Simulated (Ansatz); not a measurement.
# Os: the cost of one run

Computed with Ansatz 0.2.0 (DFT PBE, scalar-relativistic, plane waves, PAW, unless a step's input says otherwise).

## (1) Starting point

Symmetry: P6_3/mmc, No. 194, hexagonal system. The conventional cell has a = 2.746 Å, b = 2.746 Å, c = 4.326 Å, α = 90.00°, β = 90.00°, γ = 120.00°. Os (site symmetry -6m2) has 12 Os at 2.68 to 2.75 Å as nearest neighbours.

Coordinates:

```
Os
1.0
     2.74613    0.00000    0.00000
    -1.37307    2.37822    0.00000
     0.00000    0.00000    4.32631
Os
2
Direct
  0.33333 0.66667 0.25000
  0.66667 0.33333 0.75000
```

This is candidate A: structure listed in a database for this formula (P6_3/mmc, No. 194).

(A quick probe on a coarse mesh, which set the mesh and smearing, is not shown.)

## (3) A loose first relaxation (candidate A)

Input file input.yaml:

```yaml
crystal:
  lattice:
    - [2.7461342319, 0.0, 0.0]
    - [-1.373067116, 2.3782220071, 0.0]
    - [0.0, 0.0, 4.32631422]
  atoms:
    - { symbol: Os, position: [0.33333333, 0.66666667, 0.25] }
    - { symbol: Os, position: [0.66666667, 0.33333333, 0.75] }
basis:
  ecutwfc: 420
kpoints:
  mp_grid: { grid: [9, 9, 4] }
hamiltonian:
  xc: pbe
scf:
  occupations: { method: gaussian, width: 0.1 }
  lower_state_search: "off"
output:
  forces: true
  stress: true
  eigenvalues: true
relax:
  adjacent_minimum: "off"
  f_tol: 0.04
  max_steps: 70
  cell: { stress_tol: 0.4 }
```

What time and memory should one allow on 1 thread of an Arm CPU, shared host?

About 4.5 s, with a peak of 0.28 GiB.
